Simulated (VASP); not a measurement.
Crystal: AlNi.

```
CELL_PARAMETERS angstrom
2.88100 0.00000 0.00000
0.00000 2.88100 0.00000
0.00000 0.00000 2.88100
ATOMIC_POSITIONS crystal
Ni 0.50000 0.50000 0.50000
Al 0.00000 0.00000 0.00000
```

- Program: VASP 6.6.1
- Task: single point
- Functional: PBE
- Potentials or basis: VASP PAW PBE potentials, release 64 (Ni, Al)
- Cutoff: 520 eV
- k mesh: 9 × 9 × 9
- Occupations: fermi-dirac, width 0.05 eV
- Spin: collinear spin, ferromagnetic start
- Starting moments: [1.0, 0.0] μB

On this cell: pressure 1.9 GPa; largest force zero by symmetry; net moment 0.00 μB per cell; band gap on the k mesh none (metal or under the smearing width).

The same run follows on a disturbed copy (atoms moved at random, drawn with an rms of 0.05 Å):

```xyz
2
Lattice="2.8810 0.0000 0.0000 0.0000 2.8810 0.0000 0.0000 0.0000 2.8810" Properties=species:S:1:pos:R:3 pbc="T T T"
Ni    1.4375    1.3671    1.4352
Al    0.0174    0.0316   -0.0066
```

**Question.** What changes?

**Answer.** The energy (extrapolated to zero smearing) moves by +17.1 meV/atom; pressure 2.7 GPa; largest force 0.640 eV/Å; net moment 0.00 μB per cell; band gap on the k mesh none (metal or under the smearing width).

Forces in eV/Å, atoms in the order of the input:
```
Ni   0.126  0.627 -0.008
Al  -0.126 -0.627  0.008
```

Stress tensor (GPa, compression positive):
```
 2.90  0.31  0.00
 0.31  2.31 -0.02
 0.00 -0.02  2.92
```
